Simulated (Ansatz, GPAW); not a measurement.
## Ballistic transport through pyrimidine-2,5-dithiol between two Al chains, from relaxation to T(E)

How well does pyrimidine-2,5-dithiol between two Al chains conduct once its atoms have relaxed, and how much do cheaper levels lose?

Calculated with GPAW 26.7.0 and Ansatz 0.2.0; Ansatz plane waves; relaxation of the junction with the lead ends held; PAW set soft_1, in the first sound run; inputs show where later runs differ.

Report form: the programs' logs are mostly left out.

## (1) Starting point

The cell holds 24 atoms: 14 Al, 2 S, 4 C, 2 N and 2 H. Cell: a = 14.415 Å, b = 9.000 Å, c = 38.992 Å, α = 90.0°, β = 90.0°, γ = 90.0°. Regions: left lead, 7 atoms (7 Al); channel, 10 atoms (2 S, 4 C, 2 N and 2 H); right lead, 7 atoms (7 Al). Vacuum lies along a and b. The structure is stacked along c, and the current runs across the ab planes.

## (2) Relaxation

Transmission follows bond lengths closely, so the atoms between the held lead ends are relaxed first, from a slightly shaken start that lets symmetry break.

Input file input.yaml:

```yaml
crystal:
  lattice:
    - [14.4145223817, 0.0, 0.0]
    - [0.0, 9.0, 0.0]
    - [0.0, 0.0, 38.9919256656]
  atoms:
    - { symbol: Al, position: [0.5, 0.5, 0.0307756024] }
    - { symbol: Al, position: [0.5, 0.5, 0.0923268071] }
    - { symbol: Al, position: [0.5, 0.5, 0.1538780119] }
    - { symbol: Al, position: [0.5, 0.5, 0.2154292166] }
    - { symbol: Al, position: [0.5, 0.5, 0.2769804213] }
    - { symbol: Al, position: [0.5028112218, 0.5011436353, 0.337636833] }
    - { symbol: Al, position: [0.4996106305, 0.4988684513, 0.3999076589] }
    - { symbol: S, position: [0.3581781856, 0.5092279385, 0.4202330701] }
    - { symbol: C, position: [0.3608538514, 0.5427236049, 0.4648542255] }
    - { symbol: "N", position: [0.4497581412, 0.5492600844, 0.4794117637] }
    - { symbol: "N", position: [0.2841573491, 0.5528824056, 0.4816823822] }
    - { symbol: C, position: [0.4500196492, 0.5758801932, 0.5112616139] }
    - { symbol: C, position: [0.2922385275, 0.5728049632, 0.5166354383] }
    - { symbol: H, position: [0.5220930435, 0.5861852114, 0.5221761354] }
    - { symbol: H, position: [0.2211079704, 0.5844529215, 0.5290431106] }
    - { symbol: C, position: [0.3787100496, 0.5902326152, 0.5340205374] }
    - { symbol: S, position: [0.3792128481, 0.6171288614, 0.5773844199] }
    - { symbol: Al, position: [0.502433767, 0.4981174059, 0.5996933426] }
    - { symbol: Al, position: [0.5033735885, 0.49709086, 0.6614431199] }
    - { symbol: Al, position: [0.5, 0.5, 0.7230195787] }
    - { symbol: Al, position: [0.5, 0.5, 0.7845707834] }
    - { symbol: Al, position: [0.5, 0.5, 0.8461219881] }
    - { symbol: Al, position: [0.5, 0.5, 0.9076731929] }
    - { symbol: Al, position: [0.5, 0.5, 0.9692243976] }
kpoints:
  mp_grid: { grid: [1, 1, 2] }
hamiltonian:
  xc: pbe
  pseudopotentials: { kind: paw, azcp: { folder: soft_1 } }
scf:
  occupations: { method: fermi_dirac, width: 0.1 }
relax:
  f_tol: 0.03
  max_steps: 80
  constraints: [{ sites: [0, 1, 2, 3, 4, 19, 20, 21, 22, 23] }]
```

Run with:

```console
$ ansatz run input.yaml --threads 4 --pin off --max-ram 8192MiB --backend cpu --events-out ev --progress --plain --runs-dir out
```

It took 6 min on 4 threads of Arm Neoverse V1, shared host; peak memory 4.6 GiB.

Relaxation path (22 of 26):

```tsv
step	energy less that of the first step (eV)	largest force component (eV/Å)
1	0.0000	4.1876
2	-0.7807	1.9473
3	-1.2072	0.6657
5	-1.4757	0.3934
6	-1.5428	0.2172
7	-1.5972	0.2403
8	-1.6465	0.2613
9	-1.6876	0.2670
11	-1.7696	0.3080
12	-1.8205	0.3616
13	-1.8722	0.3178
14	-1.9191	0.2973
15	-1.9579	0.2358
16	-1.9892	0.1536
18	-2.0427	0.0921
19	-2.0640	0.0890
20	-2.0818	0.1100
21	-2.0949	0.1097
22	-2.1035	0.0917
24	-2.1084	0.0648
25	-2.1093	0.0279
26	-2.1093	0.0278
```

The atoms that moved most (Å):

```tsv
atom	dx	dy	dz	length
S17	2.490	-0.632	-1.222	2.844
H14	1.055	-0.708	-1.927	2.308
C16	1.472	-0.620	-0.964	1.866
H15	1.804	-0.414	0.207	1.863
C12	1.012	-0.613	-1.355	1.799
C13	1.305	-0.445	-0.260	1.403
N10	0.247	-0.482	-1.222	1.337
Al6	0.224	-1.149	-0.012	1.171
```

This step gave:

* free energy: -11107.4066 eV
* smearing term TS: 0.6226 eV
* symmetry operations: 1

The relaxation lowered the energy of the cell by 2.11 eV.

## (3) Plane-wave reference (PBE)

Plane waves give the reference curve, free of the bias of atom-centred orbitals.

This step: Ansatz plane waves; Landauer transmission by layers, zero bias; PAW set soft_1 (Ansatz 0.2.0).

Input file input.yaml:

```yaml
crystal:
  lattice:
    - [14.4145223817, 0.0, 0.0]
    - [0.0, 9.0, 0.0]
    - [0.0, 0.0, 38.9919256656]
  atoms:
    - { symbol: Al, position: [0.5, 0.5, 0.0307756024] }
    - { symbol: Al, position: [0.5, 0.5, 0.0923268071] }
    - { symbol: Al, position: [0.5, 0.5, 0.1538780119] }
    - { symbol: Al, position: [0.5, 0.5, 0.2154292166] }
    - { symbol: Al, position: [0.5, 0.5, 0.2769804213] }
    - { symbol: Al, position: [0.5183195715, 0.37347621, 0.3373243395] }
    - { symbol: Al, position: [0.4642549844, 0.5086772832, 0.3951106299] }
    - { symbol: S, position: [0.3126147666, 0.4781369724, 0.4131491717] }
    - { symbol: C, position: [0.3718978285, 0.4946724728, 0.4520313536] }
    - { symbol: "N", position: [0.4669071109, 0.4957180136, 0.4480747062] }
    - { symbol: "N", position: [0.3293895832, 0.5092140763, 0.4821808483] }
    - { symbol: C, position: [0.5202228188, 0.507770086, 0.476511124] }
    - { symbol: C, position: [0.3827536204, 0.5234011869, 0.5099702858] }
    - { symbol: H, position: [0.5952603244, 0.5075048535, 0.4727631106] }
    - { symbol: H, position: [0.3462883234, 0.5385048471, 0.5343587538] }
    - { symbol: C, position: [0.4808492432, 0.5213534733, 0.5092974826] }
    - { symbol: S, position: [0.5519206396, 0.546900035, 0.546049415] }
    - { symbol: Al, position: [0.4674621165, 0.4711172182, 0.5942195607] }
    - { symbol: Al, position: [0.5490087337, 0.5293730379, 0.6574866292] }
    - { symbol: Al, position: [0.5, 0.5, 0.7230195787] }
    - { symbol: Al, position: [0.5, 0.5, 0.7845707834] }
    - { symbol: Al, position: [0.5, 0.5, 0.8461219881] }
    - { symbol: Al, position: [0.5, 0.5, 0.9076731929] }
    - { symbol: Al, position: [0.5, 0.5, 0.9692243976] }
kpoints:
  mp_grid: { grid: [1, 1, 2] }
hamiltonian:
  xc: pbe
  pseudopotentials: { kind: paw, azcp: { folder: soft_1 } }
scf:
  occupations: { method: fermi_dirac, width: 0.1 }
output:
  transmission:
    leads: [[0, 1]]
    e_range: [-2, 2]
    de: 0.025
    kmesh: [1, 1]
    reduced_basis: true
  write_potential: true
  write_density: true
  volumetric_format: npy
  elf: true
```

Elapsed: 2.5 h, on 4 threads; peak memory 6.8 GiB; 8.7 h of CPU time.

This step gave:

| Item | Value |
| --- | --- |
| free energy | -11107.4068 eV |
| lead level | 0 eV from the Fermi level |
| transmission at the Fermi level (one spin) | 0.02637 |
| open channels of the lead at the Fermi level (one spin) | 2 |
| step of the potential along the lead | 11 meV |
| offset of the lead | 0 Å |
| filling of the lead less its bulk value, in size | 12.8 meV |
| conductance | 0.02706 G₀ |

One spin. The transmission, zone mean by energy, zero at the Fermi level:

```tsv
energy (eV)	transmission, zone mean
-2.000	0.0333
-1.900	0.0491
-1.800	0.0712
-1.700	0.00992
-1.600	0.0235
-1.500	0.0172
-1.400	0.00814
-1.300	0.00199
-1.200	0
-1.100	0
-1.000	0
-0.900	0
-0.800	0
-0.700	0
-0.600	0
-0.500	0
-0.400	0
-0.300	0.00425
-0.200	0.00841
-0.100	0.0154
0.000	0.0264
0.100	0.0436
0.200	0.0762
0.300	0.152
0.400	0.349
0.500	0.711
0.550	0.785
0.600	0.710
0.700	0.457
0.800	0.300
0.900	0.217
1.000	0.181
1.100	0.150
1.200	0.144
1.300	0.187
1.400	0.344
1.500	0.721
1.600	1.03
1.625	1.05
1.700	1.00
1.800	0.927
1.900	0.877
2.000	0.821
```

One spin. Table of open channels, zone mean by energy, zero at the Fermi level:

```tsv
energy (eV)	open channels, zone mean
-2.000	1
-1.900	1
-1.800	1
-1.700	1
-1.600	1
-1.500	1
-1.400	1
-1.300	1
-1.200	0
-1.100	0
-1.000	0
-0.900	0
-0.800	0
-0.700	0
-0.600	0
-0.500	0
-0.400	0
-0.300	2
-0.200	2
-0.100	2
0.000	2
0.100	2
0.200	2
0.300	2
0.400	2
0.500	2
0.600	2
0.700	2
0.800	2
0.900	2
1.000	3
1.100	3
1.200	3
1.300	3
1.400	3
1.500	3
1.600	3
1.700	3
1.800	3
1.900	3
2.000	3
```

Crystal 0, spin -, k parallel (0, 0); distinct values, listed up to 1.5 1/Å. Im kz of the slowest decaying states against energy, zero at the Fermi level:

```tsv
energy (eV)	decay 1 (Å⁻¹)	decay 2 (Å⁻¹)	decay 3 (Å⁻¹)	decay 4 (Å⁻¹)
-2.000	0.671	0.673	1.17	1.26
-1.800	0.627	0.630	1.15	1.24
-1.600	0.581	0.583	1.12	1.22
-1.400	0.530	0.533	1.10	1.20
-1.200	0.0355	0.474	0.477	1.07
-1.000	0.0787	0.411	0.414	1.05
-0.800	0.0997	0.335	0.340	1.02
-0.600	0.112	0.237	0.243	0.999
-0.400	0.00913	0.0523	0.119	0.973
-0.200	0.121	0.945	1.06	1.09
0.000	0.119	0.917	1.03	1.07
0.200	0.113	0.888	1.01	1.04
0.400	0.101	0.858	0.982	1.02
0.600	0.0838	0.827	0.955	0.993
0.800	0.0538	0.794	0.927	0.966
1.000	0.760	0.898	0.938	0.971
1.200	0.725	0.869	0.909	0.943
1.400	0.688	0.838	0.879	0.915
1.600	0.648	0.806	0.849	0.886
1.800	0.606	0.773	0.817	0.856
2.000	0.560	0.738	0.784	0.824
```

Crystal 0, spin -, k parallel (0, 0). Table of Re kz of states that move upwards by energy, zero at the Fermi level:

```tsv
energy (eV)	channel 1 (Å⁻¹)	channel 2 (Å⁻¹)	channel 3 (Å⁻¹)
-2.000	1.13	-	-
-1.800	1.16	-	-
-1.600	1.20	-	-
-1.400	1.24	-	-
-1.200	-	-	-
-1.000	-	-	-
-0.800	-	-	-
-0.600	-	-	-
-0.400	-	-	-
-0.200	0.231	0.237	-
0.000	0.331	0.335	-
0.200	0.408	0.411	-
0.400	0.472	0.474	-
0.600	0.528	0.530	-
0.800	0.579	0.581	-
1.000	-1.26	0.626	0.627
1.200	-1.22	0.669	0.671
1.400	-1.19	0.710	0.712
1.600	-1.16	0.749	0.750
1.800	-1.14	0.785	0.787
2.000	-1.11	0.821	0.822
```

The electrostatic potential energy of an electron (with the applied field's), less the Fermi level, planar mean oscillates, so the rows of the table below give means over windows of 2.31 Å about each position, cut where the curve ends. Its first 14 maxima inside the range that stand out by 2 % of the span (Å: eV): 2.5: 3.99, 4.8: 3.99, 7.2: 3.98, 9.5: 3.91, 12.0: 3.84, 14.3: 3.74, 16.9: 3.35, 18.1: 2.95, 19.2: 3.19, 20.5: 3.35, 22.2: 3.59, 24.4: 3.75, 27.0: 3.81, 29.5: 3.91. Its first 14 minima: 1.4: 3.58, 3.3: 3.57, 5.8: 3.57, 8.7: 3.54, 11.1: 3.47, 13.4: 3.43, 15.9: 2.62, 17.6: 2.63, 18.6: 2.58, 19.9: 2.70, 21.1: 3.05, 22.8: 3.35, 26.0: 3.33, 27.9: 3.41.

The electrostatic potential energy of an electron (with the applied field's), less the Fermi level, planar mean by z; means over each step:

```tsv
z (Å)	electrostatic potential energy of an electron (with the applied field's), less the Fermi level, planar mean (eV)
1.16	3.72
3.46	3.72
5.77	3.72
8.08	3.70
10.39	3.63
12.70	3.59
15.01	3.27
17.32	2.93
19.63	2.96
21.94	3.32
24.25	3.51
26.56	3.55
28.87	3.62
31.18	3.71
33.49	3.72
35.80	3.72
38.11	3.67
```

Valence density, planar mean against z:

z (Å), valence density, planar mean (e/Å³) and a bar from the least value:
```
        0     0.0110 ##
        1     0.0081 
        2     0.0106 #
        3     0.0098 #
        4     0.0089 #
        5     0.0109 ##
        6     0.0079 
        7     0.0110 ##
        8     0.0089 #
        9     0.0101 #
       10     0.0103 #
       11     0.0085 
       12     0.0108 ##
       13     0.0089 #
       14     0.0109 ##
       15     0.0159 ####
       16     0.0371 ###############
       17     0.0448 ####################
       18     0.0577 ##########################
       19     0.0645 ##############################
       20     0.0511 #######################
       21     0.0377 ################
       22     0.0223 ########
       23     0.0089 #
       24     0.0100 #
       25     0.0097 #
       26     0.0083 
       27     0.0093 #
       28     0.0082 
       29     0.0105 #
       30     0.0101 #
       31     0.0089 #
       32     0.0110 ##
       33     0.0079 
       34     0.0109 ##
       35     0.0088 
       36     0.0099 #
       37     0.0106 #
       38     0.0082
```

Valence density in the ca plane at fractional y = 0.500, with atoms of Al and S and C and N and H within 0.2 Å of it. It is the smooth field of the valence electrons, not physical close to the nuclei.

Values in e/Å³, 13 rows by 16 columns, each cell a mean:
```
0.0 0.0 0.0 0.0 0.0 0.0 0.0 0.0 0.0 0.0 0.0 0.0 0.0 0.0 0.0 0.0
0.0 0.0 0.0 0.0 0.0 0.0 0.0 0.0 0.0 0.0 0.0 0.0 0.0 0.0 0.0 0.0
0.0 0.0 0.0 0.0 0.0 0.0 0.0 0.0 0.0 0.0 0.0 0.0 0.0 0.0 0.0 0.0
0.0 0.0 0.0 0.0 0.0 0.0 0.0 0.0 0.0 0.0 0.0 0.0 0.0 0.0 0.0 0.0
0.0 0.0 0.0 0.0 0.0 0.2 0.0 0.1 0.2 0.0 0.0 0.0 0.1 0.1 0.0 0.0
0.1 0.1 0.1 0.0 0.2 1.3 0.4 0.5 1.0 0.3 0.1 0.2 0.1 0.2 0.2 0.1
0.1 0.2 0.1 0.4 2.2 1.6 1.5 1.1 0.6 0.3 0.1 0.2 0.1 0.2 0.2 0.1
0.0 0.1 0.2 0.4 1.9 0.7 1.1 1.0 0.1 0.1 0.2 0.1 0.0 0.0 0.1 0.1
0.0 0.1 0.7 0.9 1.2 2.4 1.9 0.8 0.2 0.0 0.0 0.0 0.0 0.0 0.0 0.0
0.0 0.0 0.4 0.7 0.2 0.5 0.3 0.0 0.0 0.0 0.0 0.0 0.0 0.0 0.0 0.0
0.0 0.0 0.0 0.0 0.0 0.0 0.0 0.0 0.0 0.0 0.0 0.0 0.0 0.0 0.0 0.0
0.0 0.0 0.0 0.0 0.0 0.0 0.0 0.0 0.0 0.0 0.0 0.0 0.0 0.0 0.0 0.0
0.0 0.0 0.0 0.0 0.0 0.0 0.0 0.0 0.0 0.0 0.0 0.0 0.0 0.0 0.0 0.0
```
Columns run along c (16.0 Å, from fractional 0.34 to 0.75 of the cell), rows up along a (14.4 Å). Atoms in or near the plane, at fractional coordinates: Al at (0.40, 0.46), S at (0.41, 0.31), C at (0.45, 0.37), N at (0.45, 0.47), N at (0.48, 0.33), C at (0.48, 0.52), H at (0.47, 0.60), C at (0.51, 0.48), Al at (0.72, 0.50).

Electrostatic potential energy in the ca plane at fractional y = 0.500, with atoms of Al and S and C and N and H within 0.2 Å of it. With pseudopotentials it is smooth inside the atoms' cores, unlike the true potential.

Ten even steps from '0' (-38 eV) to '9' (1 eV), each cell a mean:
```
99999999999999999999999999999999999999999999
99999999999999999999999999999999999999999999
99999999999999999999999999999999999999999999
99999999999999999999999999999999999999999999
99999999999999999999999999999999999999999999
99999999999999999999999999999999999999999999
99999999999999999999999999999999999999999999
99999999999999999999999999999999999999999999
99999999999999999999999999999889999999999999
98889999889999999999999999998227999864468999
75557886556898888899888899987213788610027888
47975765885688878887555688643000322442257555
56765765675689888885698465000345200378886488
86678887667899999986565576202688622689987555
99999999999999999998776676200366300278998877
99999999999999999999862013200000122556899999
99999999999999999999840002777511488888999999
99999999999999999999974346899999999999999999
99999999999999999999999999999999999999999999
99999999999999999999999999999999999999999999
99999999999999999999999999999999999999999999
99999999999999999999999999999999999999999999
99999999999999999999999999999999999999999999
99999999999999999999999999999999999999999999
```
Columns run along c (16.0 Å, from fractional 0.20 to 0.61 of the cell; values clipped at the 3rd and 97th percentile), rows up along a (14.4 Å). Atoms in or near the plane, at fractional coordinates: Al at (0.22, 0.50), Al at (0.28, 0.50), Al at (0.40, 0.46), S at (0.41, 0.31), C at (0.45, 0.37), N at (0.45, 0.47), N at (0.48, 0.33), C at (0.48, 0.52), H at (0.47, 0.60), C at (0.51, 0.48).

ELF in the ca plane at fractional y = 0.500, with atoms of Al and S and C and N and H within 0.2 Å of it. It is the smooth field of the valence electrons, not physical close to the nuclei.

Values in units of 1e-1, 13 rows by 16 columns, each cell a mean:
```
0.0 0.0 0.0 0.0 0.0 0.0 0.0 0.0 0.0 0.0 0.0 0.0 0.0 0.0 0.0 0.0
0.0 0.0 0.0 0.0 0.0 0.0 0.0 0.0 0.0 0.0 0.0 0.0 0.0 0.0 0.0 0.0
0.1 0.2 0.2 0.1 0.1 0.0 0.0 0.0 0.0 0.0 0.0 0.0 0.0 0.1 0.0 0.0
0.9 1.2 1.0 0.7 0.4 0.1 0.0 0.0 0.0 0.0 1.2 0.3 0.5 2.0 0.6 0.0
3.7 4.5 3.7 3.3 2.6 0.9 0.5 1.0 0.5 0.6 8.8 5.4 2.3 7.9 4.8 0.4
6.4 7.6 7.6 6.2 7.7 3.9 4.8 7.4 3.3 1.2 7.3 6.6 3.6 7.3 7.7 2.6
4.6 5.9 7.3 3.8 9.0 5.6 8.3 6.8 4.2 7.2 5.9 5.9 5.4 6.0 7.6 3.2
6.5 7.3 7.4 7.1 7.1 2.4 4.1 4.4 4.4 5.1 5.2 3.5 6.4 3.2 3.6 7.6
2.9 3.3 3.1 3.4 2.5 0.3 0.4 6.2 5.2 6.9 5.7 6.2 5.7 9.4 2.0 8.1
0.6 0.7 0.7 0.6 0.3 0.0 0.3 5.6 8.1 5.5 3.5 8.9 1.9 2.8 0.4 2.7
0.1 0.1 0.1 0.1 0.0 0.0 0.1 2.1 5.4 2.8 0.5 4.1 0.8 0.0 0.0 0.2
0.0 0.0 0.0 0.0 0.0 0.0 0.0 0.1 0.5 0.2 0.0 0.1 0.1 0.0 0.0 0.0
0.0 0.0 0.0 0.0 0.0 0.0 0.0 0.0 0.0 0.0 0.0 0.0 0.0 0.0 0.0 0.0
```
Columns run along c (16.0 Å, from fractional 0.20 to 0.61 of the cell), rows up along a (14.4 Å). Atoms in or near the plane, at fractional coordinates: Al at (0.22, 0.50), Al at (0.28, 0.50), Al at (0.40, 0.46), S at (0.41, 0.31), C at (0.45, 0.37), N at (0.45, 0.47), N at (0.48, 0.33), C at (0.48, 0.52), H at (0.47, 0.60), C at (0.51, 0.48).

The largest of the program's own error estimates on the conductance is 11 %. T at the Fermi level is 0.0264 of 2 open channels a spin.

(Part 1 of 2 ends here.)

[Logs are printed without paths, hosts, clocks, repeated set-up lines and the standing remarks that a program may print on its own settings, such as how far it seeks lower states.]

[Hosts, paths, dates, database ids (printed as entryN), source tags and the programs' standing remarks are cut or masked in the printed files.]
